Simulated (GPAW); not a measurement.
# Hf (Im-3m) in GPAW: notebook, part 2 of 2

GPAW 26.7.0.

## (3) Equation of state, revPBE+D3(BJ)

Contents of run.py:

```python
from ase.calculators.mixing import SumCalculator
from ase.eos import EquationOfState
from ase.io import Trajectory, read
from ase.units import GPa
from dftd3.ase import DFTD3
from gpaw import GPAW, PW

atoms = read('POSCAR')

traj = Trajectory('eos.traj', 'w')
volumes, energies = [], []
for x in [0.94, 0.96, 0.98, 1.0, 1.02, 1.04, 1.06]:
    a = atoms.copy()
    a.set_cell(atoms.cell * x**(1 / 3), scale_atoms=True)
    calc = GPAW(mode=PW(600),
                xc='revPBE',
                kpts={'size': (10, 10, 10), 'gamma': True},
                occupations={'name': 'fermi-dirac', 'width': 0.05},
                nbands=14,
                convergence={'density': 1e-05, 'energy': 1e-05},
                maxiter=150,
                txt=f'eos-{x:.2f}.txt')
    a.calc = SumCalculator([calc, DFTD3(method='revpbe', damping='d3bj')])
    energies.append(a.get_potential_energy())
    volumes.append(a.get_volume())
    p = -a.get_stress()[:3].mean() / GPa
    calc.write(f'eos-{x:.2f}.gpw')
    traj.write(a)
    print(f'{x:.2f} {volumes[-1]:10.4f} A^3 {energies[-1]:14.6f} eV {p:9.3f} GPa', flush=True)

v0, e0, B = EquationOfState(volumes, energies, eos='birchmurnaghan').fit()
print(f'V0 = {v0:.4f} A^3, E0 = {e0:.6f} eV, B0 = {B / GPa:.2f} GPa')
```

Contents of POSCAR:

```
Hf
1.0
   -1.8050000000      1.8050000000      1.8050000000
    1.8050000000     -1.8050000000      1.8050000000
    1.8050000000      1.8050000000     -1.8050000000
Hf
1
Direct
    0.0000000000      0.0000000000      0.0000000000
```

Potentials or basis: the program's PAW data sets (release 1.2.1) made for this functional, pw.

Run with:

```bash
$ OMP_NUM_THREADS=1 python run.py
```

Wall time 65 s (1 thread of Arm Neoverse V1, shared host); peak memory 0.2 GiB.

The run converged. Its results:

```yaml
Equilibrium_volume: "21.61 Å³/atom (rough: see the caveat)"
Bulk_modulus: 110 GPa (rough)
```

Energy against volume, from the lowest point:
```tsv
volume (Å³/atom)	energy (meV/atom)
22.112	0.00
22.582	10.10
23.052	25.89
23.523	46.83
23.993	72.42
24.464	102.20
24.934	135.80
```

Caveat: the minimum lies outside the volumes run. Spin-orbit coupling is left out, which matters for the levels of Hf.

## (4) Equation of state, PBE

run.py: that of step 3 with these lines changed.

```diff
@@ -1,2 +1,3 @@
-from ase.calculators.mixing import SumCalculator
+import spglib
+from ase import Atoms
 from ase.eos import EquationOfState
@@ -4,6 +5,8 @@
 from ase.units import GPa
-from dftd3.ase import DFTD3
 from gpaw import GPAW, PW
 
-atoms = read('POSCAR')
+atoms = read('Hf.cif')
+cell, positions, numbers = spglib.find_primitive(
+    (atoms.cell[:], atoms.get_scaled_positions(), atoms.numbers), symprec=1e-4)
+atoms = Atoms(numbers, cell=cell, scaled_positions=positions, pbc=True)
 
@@ -15,3 +18,3 @@
     calc = GPAW(mode=PW(600),
-                xc='revPBE',
+                xc='PBE',
                 kpts={'size': (10, 10, 10), 'gamma': True},
@@ -22,4 +25,4 @@
                 txt=f'eos-{x:.2f}.txt')
-    a.calc = SumCalculator([calc, DFTD3(method='revpbe', damping='d3bj')])
-    energies.append(a.get_potential_energy())
+    a.calc = calc
+    energies.append(a.get_potential_energy(force_consistent=True))
     volumes.append(a.get_volume())
```

Contents of Hf.cif:

```cif
data_Hf
_cell_length_a 3.61000000
_cell_length_b 3.61000000
_cell_length_c 3.61000000
_cell_angle_alpha 90.00000000
_cell_angle_beta 90.00000000
_cell_angle_gamma 90.00000000
_space_group_name_H-M_alt 'Im-3m'
_space_group_name_Hall '-I 4 2 3'
_space_group_IT_number 229
loop_
_space_group_symop_operation_xyz
'x,y,z'
'-x,-y,-z'
'-y,x,z'
'y,-x,-z'
'-x,-y,z'
'x,y,-z'
'y,-x,z'
'-y,x,-z'
'x,-y,-z'
'-x,y,z'
'-y,-x,-z'
'y,x,z'
'-x,y,-z'
'x,-y,z'
'y,x,-z'
'-y,-x,z'
'z,x,y'
'-z,-x,-y'
'z,-y,x'
'-z,y,-x'
'z,-x,-y'
'-z,x,y'
'z,y,-x'
'-z,-y,x'
'-z,x,-y'
'z,-x,y'
'-z,-y,-x'
'z,y,x'
'-z,-x,y'
'z,x,-y'
'-z,y,x'
'z,-y,-x'
'y,z,x'
'-y,-z,-x'
'x,z,-y'
'-x,-z,y'
'-y,z,-x'
'y,-z,x'
'-x,z,y'
'x,-z,-y'
'-y,-z,x'
'y,z,-x'
'-x,-z,-y'
'x,z,y'
'y,-z,-x'
'-y,z,x'
'x,-z,y'
'-x,z,-y'
'x+1/2,y+1/2,z+1/2'
'-x+1/2,-y+1/2,-z+1/2'
'-y+1/2,x+1/2,z+1/2'
'y+1/2,-x+1/2,-z+1/2'
'-x+1/2,-y+1/2,z+1/2'
'x+1/2,y+1/2,-z+1/2'
'y+1/2,-x+1/2,z+1/2'
'-y+1/2,x+1/2,-z+1/2'
'x+1/2,-y+1/2,-z+1/2'
'-x+1/2,y+1/2,z+1/2'
'-y+1/2,-x+1/2,-z+1/2'
'y+1/2,x+1/2,z+1/2'
'-x+1/2,y+1/2,-z+1/2'
'x+1/2,-y+1/2,z+1/2'
'y+1/2,x+1/2,-z+1/2'
'-y+1/2,-x+1/2,z+1/2'
'z+1/2,x+1/2,y+1/2'
'-z+1/2,-x+1/2,-y+1/2'
'z+1/2,-y+1/2,x+1/2'
'-z+1/2,y+1/2,-x+1/2'
'z+1/2,-x+1/2,-y+1/2'
'-z+1/2,x+1/2,y+1/2'
'z+1/2,y+1/2,-x+1/2'
'-z+1/2,-y+1/2,x+1/2'
'-z+1/2,x+1/2,-y+1/2'
'z+1/2,-x+1/2,y+1/2'
'-z+1/2,-y+1/2,-x+1/2'
'z+1/2,y+1/2,x+1/2'
'-z+1/2,-x+1/2,y+1/2'
'z+1/2,x+1/2,-y+1/2'
'-z+1/2,y+1/2,x+1/2'
'z+1/2,-y+1/2,-x+1/2'
'y+1/2,z+1/2,x+1/2'
'-y+1/2,-z+1/2,-x+1/2'
'x+1/2,z+1/2,-y+1/2'
'-x+1/2,-z+1/2,y+1/2'
'-y+1/2,z+1/2,-x+1/2'
'y+1/2,-z+1/2,x+1/2'
'-x+1/2,z+1/2,y+1/2'
'x+1/2,-z+1/2,-y+1/2'
'-y+1/2,-z+1/2,x+1/2'
'y+1/2,z+1/2,-x+1/2'
'-x+1/2,-z+1/2,-y+1/2'
'x+1/2,z+1/2,y+1/2'
'y+1/2,-z+1/2,-x+1/2'
'-y+1/2,z+1/2,x+1/2'
'x+1/2,-z+1/2,y+1/2'
'-x+1/2,z+1/2,-y+1/2'
loop_
_atom_site_label
_atom_site_type_symbol
_atom_site_symmetry_multiplicity
_atom_site_Wyckoff_symbol
_atom_site_fract_x
_atom_site_fract_y
_atom_site_fract_z
_atom_site_occupancy
Hf1 Hf 2 a 0.0000000000 0.0000000000 0.0000000000 1
```

Potentials or basis: GPAW PAW data sets (gpaw-data 1.2.1), pw.

Run with:

```bash
$ OMP_NUM_THREADS=1 python run.py
```

It took 67 s on 1 thread of Arm Neoverse V1, shared host; peak memory 0.23 GiB.

It converged, with:

- Equilibrium volume: 22.41 Å³/atom
- Bulk modulus: 104 GPa
- Pressure derivative of the bulk modulus: 3.7

Energy against volume, from the lowest point:
| volume (Å³/atom) | energy (meV/atom) |
| --- | --- |
| 22.112 | 0.86 |
| 22.582 | 0.00 |
| 23.052 | 5.30 |
| 23.523 | 16.21 |
| 23.993 | 32.19 |
| 24.464 | 52.78 |
| 24.934 | 77.52 |

Spin-orbit coupling is left out, which matters for the levels of Hf.

## (5) Band structure, PBE

Contents of run.py:

```python
from ase.dft.bandgap import bandgap
from ase.io import write
from ase.spacegroup import crystal
from ase.units import GPa
from gpaw import GPAW, PW, setup_paths

setup_paths.insert(0, '.')

# Hf 2a
atoms = crystal(['Hf'],
                basis=[[0.0, 0.0, 0.0]],
                spacegroup=229, setting=1,  # Im-3m
                cellpar=[3.61, 3.61, 3.61, 90.0, 90.0, 90.0],
                primitive_cell=True)

calc = GPAW(mode=PW(600),
            xc='PBE',
            kpts={'size': (10, 10, 10), 'gamma': True},
            occupations={'name': 'fermi-dirac', 'width': 0.05},
            nbands=14,
            convergence={'density': 1e-05, 'energy': 1e-05},
            maxiter=150,
            txt='gpaw.txt')
atoms.calc = calc
energy = atoms.get_potential_energy()
forces = atoms.get_forces()
stress = atoms.get_stress()
calc.write('gs.gpw')
write('result.traj', atoms)
print(f'Energy: {energy:.6f} eV')
print('Forces (eV/A):')
print(forces.round(4))
print('Stress (GPa):', (stress / GPa).round(3))
print('Fermi level:', round(calc.get_fermi_level(), 4), 'eV')
print(f'Gap: {bandgap(calc)[0]:.4f} eV, direct: {bandgap(calc, direct=True)[0]:.4f} eV')

path = atoms.cell.bandpath('GHNGPH,PN', npoints=60, eps=1e-4)
bs_calc = calc.fixed_density(kpts=path, symmetry='off', nbands=22,
                             convergence={'bands': 'CBM+6.0', 'eigenstates': 1e-6}, txt='bands.txt')
bs = bs_calc.band_structure()
bs.write('bs.json')
print(f'Gap on the path: {bandgap(bs_calc)[0]:.4f} eV')
```

Potentials or basis: PAW data sets generated in the run's folder for this functional, pw.

Run with:

```bash
$ gpaw-setup -f PBE Hf
$ OMP_NUM_THREADS=1 python run.py
```

Run time: 22 s. Hardware: 1 thread of Arm Neoverse V1, shared host; peak memory 0.17 GiB.

The run converged. Its results:

```
Free energy             : -7.3251 eV
Pressure                : -4.6 GPa
Band gap along the path : none (metal or under the smearing width)
```

Levels at the corners of the path, in eV from the Fermi level:
| point | band 4 | band 5 | band 6 | band 7 | band 8 | band 9 |
| --- | --- | --- | --- | --- | --- | --- |
| Γ | -30.07 | -6.84 | 1.49 | 1.49 | 1.49 | 4.11 |
| H | -30.55 | -2.36 | -2.36 | 6.39 | 6.39 | 6.39 |
| N | -30.07 | -3.20 | -0.41 | 0.86 | 3.92 | 4.86 |
| Γ | -30.07 | -6.84 | 1.49 | 1.49 | 1.49 | 4.11 |
| P | -30.41 | -0.64 | -0.64 | -0.64 | 5.00 | 5.00 |
| H | -30.55 | -2.36 | -2.36 | 6.39 | 6.39 | 6.39 |
| P | -30.41 | -0.64 | -0.64 | -0.64 | 5.00 | 5.00 |
| N | -30.07 | -3.20 | -0.41 | 0.86 | 3.92 | 4.86 |

Caveat: spin-orbit coupling is left out, which moves the levels of the heavy elements.

## (6) Summary

```csv
task,level,potentials or basis,band path,band points,data set,pressure (GPa)
band structure,LDA,"JTH PAW 2.0, LDA, pw","GHNGPH,PN",60,Hf jth,-13.5
equation of state,revPBE+D3(BJ),"the program's PAW data sets (release 1.2.1) made for this functional, pw",-,-,-,-
equation of state,PBE,"GPAW PAW data sets (gpaw-data 1.2.1), pw",-,-,-,-
band structure,PBE,"PAW data sets generated in the run's folder for this functional, pw","GHNGPH,PN",60,-,-4.6
```

Alike in all rows: no spin polarisation; cell as given; k mesh 10 × 10 × 10; cutoff (eV) 600; smearing fermi-dirac 0.05 eV.

Caveats: spin-orbit coupling is left out, which moves the levels of the heavy elements (some runs); the program truncates these outside data sets (some runs); the minimum lies outside the volumes run (some runs).

Total energies depend on the potentials used, so only differences within one code and one set of settings carry meaning.
